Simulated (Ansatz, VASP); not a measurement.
Ti: VASP beside Ansatz

```
Ti
1.0
     4.62748    0.00000    0.00000
    -2.31374    4.00751    0.00000
     0.00000    0.00000    2.86344
Ti
3
Direct
  0.66667 0.33333 0.50000
  0.33333 0.66667 0.50000
  0.00000 0.00000 0.00000
```

Change from the starting cell: volume scaled by 1.04.

Alike in both runs: task single point; functional PBEsol; k mesh 7 × 7 × 9; occupations fermi-dirac, width 0.05 eV; no spin polarisation.

|  | VASP | Ansatz |
| --- | --- | --- |
| version | VASP 6.6.1 | Ansatz 0.2.0 |
| potentials or method | VASP PAW PBE potentials, release 64 (Ti_sv) | Ansatz PAW |
| plane-wave cutoff (eV) | 520 | 420 |
| valence electrons in the cell | 36 | 36 |

Ansatz gave:

```
gap on the k mesh at the Fermi level (eV)       : none
pressure (GPa)                                  : -7.6
largest component of the traceless stress (GPa) : 0.08
```

Problem. What did VASP give for the same quantities?

Solution. gap on the k mesh at the Fermi level (eV): none; pressure (GPa): -7.8; largest component of the traceless stress (GPa): 0.07.

A gap of «none» marks a metal or a gap that the smearing closes.

Caveats: the PAW data sets were made with another functional, which shifts forces and pressure a little (VASP); the PAW data sets come from PBE, with cores solved anew for the run's functional, which leaves a small shift of forces and pressure (Ansatz).
